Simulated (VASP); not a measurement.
# MgH2 (P1) in VASP: reference runs

Reference runs on MgH2: the cell as given.

Program: VASP 6.6.1. These are calculated values, not measurements. Logs are shortened: lines on timing, memory, paths and dates and some standing lists are left out, and cuts for length are marked.

## 1. The cell of the first run

The typed cell holds 3 atoms: a = 3.367 Å, b = 3.367 Å, c = 3.367 Å, α = 60.00°, β = 60.00°, γ = 60.00°.

The cell comes from a database or a generator and needn't be the stable form of this composition.

## 2. Single point, PBE (all atoms moved at random, sigma 0.02 Å a component)

The input, INCAR:

```
SYSTEM = MgH2
  PREC = Accurate
  ENCUT = 520
  EDIFF = 1E-7
  ISMEAR = -1
  SIGMA = 0.05
  LREAL = .False.
  LASPH = .True.
  NELM = 80
  ALGO = Normal
  ISIF = 2
  LWAVE = .False.
  LCHARG = .False.
  GGA = PE
  NBANDS = 9
```

The input, KPOINTS:

```
regular mesh
0
Gamma
  10 10 10
  0 0 0
```

The input, POSCAR:

```
MgH2
1.0
    0.0000000000      2.3810671700      2.3810671700
    2.3810671700      0.0000000000      2.3810671700
    2.3810671700      2.3810671700      0.0000000000
Mg H
1 2
Direct
    0.0120048800      0.9832899500      0.0115125200
    0.7519630300      0.7515515000      0.7474538500
    0.2360320900      0.2651585500      0.2410336300
```

Potentials or basis: VASP PAW PBE potentials, release 64 (Mg, H).

On the command line:

```sh
> cat potpaw_PBE.64/Mg/POTCAR potpaw_PBE.64/H/POTCAR > POTCAR
> mpirun -np 1 vasp_std > vasp.out
```

OUTCAR:

```text
SYSTEM = MgH2
   PREC = Accurate
   ENCUT = 520
   EDIFF = 1E-7
   ISMEAR = -1
   LREAL = .False.
   LASPH = .True.
   NELM = 80
   ISIF = 2
   GGA = PE

 ion  position               nearest neighbor table
   1  0.012  0.983  0.012-   3 1.98   2 2.02   3 2.02   2 2.04   2 2.08   2 2.11   3 2.12   3 2.14

   2  0.752  0.752  0.747-   1 2.02   1 2.04   1 2.08   1 2.11
   3  0.236  0.265  0.241-   1 1.98   1 2.02   1 2.12   1 2.14

  LATTYP: Found a face centered cubic cell.
 ALAT       =     4.7621343400

  Lattice vectors:

 A1 = (   0.0000000000,   2.3810671700,   2.3810671700)
 A2 = (   2.3810671700,   0.0000000000,   2.3810671700)
 A3 = (   2.3810671700,   2.3810671700,   0.0000000000)

Analysis of symmetry for initial positions (statically):
=====================================================================
 Subroutine PRICEL returns:
 Original cell was already a primitive cell.

 Routine SETGRP: Setting up the symmetry group for a
 face centered cubic supercell.

 Subroutine GETGRP returns: Found  1 space group operations
 (whereof  1 operations were pure point group operations)
 out of a pool of 48 trial point group operations.

The static configuration has the point symmetry C_1 .

Analysis of symmetry for dynamics (positions and initial velocities):
=====================================================================
 Subroutine PRICEL returns:
 Original cell was already a primitive cell.

 Routine SETGRP: Setting up the symmetry group for a
 face centered cubic supercell.

 Subroutine GETGRP returns: Found  1 space group operations
 (whereof  1 operations were pure point group operations)
 out of a pool of 48 trial point group operations.

The dynamic configuration has the point symmetry C_1 .

 Subroutine INISYM returns: Found  1 space group operations
 (whereof  1 operations are pure point group operations),
 and found     1 'primitive' translations

----------------------------------------------------------------------------------------

                                     Primitive cell

  volume of cell :      26.9988

  direct lattice vectors                    reciprocal lattice vectors
     0.000000000  2.381067170  2.381067170    -0.209989876  0.209989876  0.209989876
     2.381067170  0.000000000  2.381067170     0.209989876 -0.209989876  0.209989876
     2.381067170  2.381067170  0.000000000     0.209989876  0.209989876 -0.209989876

  length of vectors
     3.367337485  3.367337485  3.367337485     0.363713134  0.363713134  0.363713134

  position of ions in fractional coordinates (direct lattice)
     0.012004880  0.983289950  0.011512520
     0.751963030  0.751551500  0.747453850
     0.236032090  0.265158550  0.241033630

  ion indices of the primitive-cell ions
   primitive index   ion index
                 1           1
                 2           2
                 3           3

----------------------------------------------------------------------------------------

 KPOINTS: regular mesh

Automatic generation of k-mesh.
 Grid dimensions read from file:
 generate k-points for:   10   10   10

 Generating k-lattice:

  Cartesian coordinates                     Fractional coordinates (reciprocal lattice)
    -0.020998988  0.020998988  0.020998988     0.100000000  0.000000000  0.000000000
     0.020998988 -0.020998988  0.020998988     0.000000000  0.100000000  0.000000000
     0.020998988  0.020998988 -0.020998988     0.000000000  0.000000000  0.100000000

  Length of vectors
     0.036371313  0.036371313  0.036371313

  Shift w.r.t. Gamma in fractional coordinates (k-lattice)
     0.000000000  0.000000000  0.000000000

 Subroutine IBZKPT returns following result:
 ===========================================

 Found    504 irreducible k-points:

 Following reciprocal coordinates:
            Coordinates               Weight
  0.000000  0.000000  0.000000      1.000000
  0.100000  0.000000  0.000000      2.000000
  0.000000  0.100000  0.000000      2.000000
  0.000000  0.000000  0.100000      2.000000
  0.100000  0.100000  0.100000      2.000000
  0.200000  0.000000  0.000000      2.000000
[... 16 lines left out ...]
  0.000000  0.100000  0.100000      2.000000
  0.100000  0.000000  0.100000      2.000000
 [... further k-points ...]
   k-points           NKPTS =    504   k-points in BZ     NKDIM =    504   number of bands    NBANDS=      9
   number of dos      NEDOS =    301   number of ions     NIONS =      3
   total plane-waves  NPLWV =  21952
   dimension x,y,z NGX =    28 NGY =   28 NGZ =   28
   dimension x,y,z NGXF=    56 NGYF=   56 NGZF=   56
   ions per type =               1   2
   NGX,Y,Z   is equivalent  to a cutoff of  13.82, 13.82, 13.82 a.u.
   NGXF,Y,Z  is equivalent  to a cutoff of  27.65, 27.65, 27.65 a.u.
 SYSTEM =  MgH2
   PREC   = accura    normal or accurate (medium, high low for compatibility)
   ISTART =      0    job   : 0-new  1-cont  2-samecut
   ICHARG =      2    charge: 1-file 2-atom 10-const
   ISPIN  =      1    spin polarized calculation?
   LNONCOLLINEAR =      F non collinear calculations
   LSORBIT =      F    spin-orbit coupling
   LASPH  =      T    aspherical Exc in radial PAW
   ENCUT  =  520.0 eV  38.22 Ry    6.18 a.u.   6.26  6.26  6.26*2*pi/ulx,y,z
   NELM   =     80;   NELMIN=  2; NELMDL= -5     # of ELM steps
   EDIFF  = 0.1E-06   stopping-criterion for ELM
   LREAL  =      F    real-space projection
   EDIFFG = 0.1E-05   stopping-criterion for IOM
   NSW    =      0    number of steps for IOM
   IBRION =     -1    ionic relax: 0-MD 1-quasi-New 2-CG
   NFREE  =      0    steps in history (QN), initial steepest desc. (CG)
   ISIF   =      2    stress and relaxation
   ISYM   =      2    0-nonsym 1-usesym 2-fastsym
   POTIM  = 0.5000    time-step for ionic-motion
   TEBEG  =    0.0;   TEEND  =   0.0 temperature during run
   PSTRESS=    0.0 pullay stress
   NELECT =       4.0000    total number of electrons
   NUPDOWN=      -1.0000    fix difference up-down
   EMIN   =  10.00;   EMAX   =-10.00  energy-range for DOS
   EFERMI =   0.00;   METHOD = LEGACY
   ISMEAR =    -1;   SIGMA  =   0.05  broadening in eV -4-tet -1-fermi 0-gaus
   EFERMI_NEDOS =   21; number of points for ismear=-14 and -15
   IALGO  =     38    algorithm
   IMIX   =      4    mixing-type and parameters
     AMIX     =   0.40;   BMIX     =  1.00
     AMIX_MAG =   1.60;   BMIX_MAG =  1.00
  volume/ion in A,a.u.               =       9.00        60.73
  Fermi-wavevector in a.u.,A,eV,Ry     =   0.866257  1.636987 10.209817  0.750400
  Thomas-Fermi vector in A             =   1.984619
   LORBIT       =      0    0 simple, 1 ext, 2 COOP (PROOUT), +10 PAW based schemes
   GGA     = PE    functional components
   LHFCALC =     F    Hartree Fock is set to
   AEXX    =    0.0000 exact exchange contribution
   IVDW    =     0    specifies the selected vdW correction
   LEPSILON=     F    determine dielectric tensor
   LRPA    =     F    only Hartree local field effects (RPA)
 non-spin polarized calculation
  energy-cutoff  :      520.00
  volume of cell :       27.00
 maximum number of plane-waves:       745
 NGX is ok and might be reduce to    28
   NGX = 13   NGY = 13   NGZ = 13

 number of electron       4.0000000 magnetization

 Free energy of the ion-electron system (eV)
  ---------------------------------------------------
  ext. energy  EPLUGINS =         0.00000000
  ---------------------------------------------------
  free energy    TOTEN  =        -8.48272783 eV

  energy without entropy =       -8.48095943  energy(sigma->0) =       -8.48184363

 E-fermi :   2.9613     XC(G=0):  -8.9345

 val. band max:        2.8581013616   @ k =   0.1000  -0.4000   0.5000
 cond. band min:       3.0746914269   @ k =   0.5000   0.0000   0.4000
 fundamental gap:      0.2165900653
 Fermi energy:         2.9613064343

 k-point     1 :       0.0000    0.0000    0.0000
  band No.  band energies     occupation
      1      -6.9919      2.00000
      2       3.8602      0.00000
      3      12.2780      0.00000
      4      12.2851      0.00000
      5      12.2970      0.00000
      6      14.8053      0.00000
      7      14.8320      0.00000
      8      14.8567      0.00000
      9      15.6313      0.00000

 k-point     2 :       0.1000    0.0000    0.0000
  band No.  band energies     occupation
      1      -6.8096      2.00000
      2       3.4501      0.00011
      3      11.3756      0.00000
      4      12.0185      0.00000
      5      12.0462      0.00000
      6      14.7621      0.00000
      7      15.3842      0.00000
      8      15.4325      0.00000
      9      15.9639      0.00000

 k-point     3 :       0.0000    0.1000    0.0000
  band No.  band energies     occupation
      1      -6.8092      2.00000
      2       3.4482      0.00012
      3      11.3982      0.00000
      4      12.0269      0.00000
      5      12.0324      0.00000
      6      14.7233      0.00000
      7      15.4124      0.00000
      8      15.4350      0.00000
      9      15.9817      0.00000

 k-point     4 :       0.0000    0.0000    0.1000
  band No.  band energies     occupation
      1      -6.8094      2.00000
      2       3.4491      0.00012
      3      11.3878      0.00000
      4      12.0183      0.00000
      5      12.0390      0.00000
      6      14.7499      0.00000
      7      15.3873      0.00000
      8      15.4425      0.00000
      9      15.9657      0.00000
[... 205 lines left out ...]
 k-point    22 :       0.1000    0.1000    0.0000
  band No.  band energies     occupation
      1      -6.7489      2.00000
      2       3.3677      0.00059
      3      11.1299      0.00000
      4      11.1522      0.00000
      5      13.2905      0.00000
      6      13.8261      0.00000
      7      14.1816      0.00000
      8      16.3817      0.00000
      9      16.3973      0.00000

 k-point    23 :       0.0000    0.1000    0.1000
  band No.  band energies     occupation
      1      -6.7489      2.00000
      2       3.3676      0.00059
      3      11.1300      0.00000
      4      11.1543      0.00000
      5      13.2806      0.00000
      6      13.8341      0.00000
      7      14.1812      0.00000
      8      16.3790      0.00000
      9      16.4002      0.00000

 k-point    24 :       0.1000    0.0000    0.1000
  band No.  band energies     occupation
      1      -6.7488      2.00000
      2       3.3659      0.00061
      3      11.1421      0.00000
      4      11.1533      0.00000
      5      13.2197      0.00000
      6      13.8508      0.00000
      7      14.2225      0.00000
      8      16.3620      0.00000
      9      16.4102      0.00000

 [... further k-points ...]
[... 5 lines left out ...]
  --------------------------------------------------------------------------------------
  -------------------------------------------------------------------------------------
  Total       -0.0378419     -0.0461798     -0.0379725     -0.0137547     -0.0327127      0.0511514
  in kB       -2.2456305     -2.7404215     -2.2533825     -0.8162362     -1.9412532      3.0354535
  external PRESSURE =      -2.4131448 kB  Pullay stress =       0.0000000 kB

 VOLUME and BASIS-vectors are now :
 -----------------------------------------------------------------------------
  energy-cutoff  :      520.00
  volume of cell :       27.00
      direct lattice vectors                 reciprocal lattice vectors
     0.000000000  2.381067170  2.381067170    -0.209989876  0.209989876  0.209989876
     2.381067170  0.000000000  2.381067170     0.209989876 -0.209989876  0.209989876
     2.381067170  2.381067170  0.000000000     0.209989876  0.209989876 -0.209989876

 POSITION                                       TOTAL-FORCE (eV/Angst)
 -----------------------------------------------------------------------------------
      2.36869      0.05600      2.36986         0.061407     -0.251749      0.068536
      3.56923      3.57021      3.57997         0.018871      0.000871     -0.034544
      1.20528      1.13593      1.19337        -0.080277      0.250878     -0.033992
 -----------------------------------------------------------------------------------
    total drift:                               -0.000035      0.000101     -0.000036

  FREE ENERGIE OF THE ION-ELECTRON SYSTEM (eV)
  ---------------------------------------------------
  free  energy   TOTEN  =        -8.4827278273 eV

  energy  without entropy=       -8.4809594293  energy(sigma->0) =       -8.48184363
```

It took 4 min on 1 thread of AMD EPYC 7R43 (Zen 3), shared host; peak memory 0.22 GiB.

Results:

- Free energy: -8.4827 eV
- Pressure: -0.2 GPa
- Largest force: 0.268 eV/Å
- Band gap on the k mesh: none (metal or under the smearing width)

Forces on the atoms (eV/Å):
```
Mg   0.061 -0.252  0.069
H    0.019  0.001 -0.035
H   -0.080  0.251 -0.034
```

Levels at points of the mesh, in eV from the Fermi level:
```
           k point  band 1  band 2  band 3  band 4  band 5  band 6
(0.00, 0.00, 0.00)   -9.95    0.90    9.32    9.32    9.34   11.84
(0.50, 0.00, 0.00)   -5.82   -5.50    6.58    7.39    9.00    9.04
(0.00, 0.50, 0.00)   -5.70   -5.62    6.90    7.06    9.01    9.07
(0.00, 0.00, 0.50)   -5.75   -5.57    6.68    7.27    9.00    9.07
(0.50, 0.50, 0.50)   -5.67   -5.65    6.83    7.08    8.99    9.10
(0.50, 0.50, 0.00)   -5.71   -2.35   -0.36    4.70    4.71    7.92
(0.00, 0.50, 0.50)   -5.71   -2.35   -0.36    4.70    4.71    7.92
(0.50, 0.00, 0.50)   -5.71   -2.38   -0.35    4.70    4.71    7.93
```
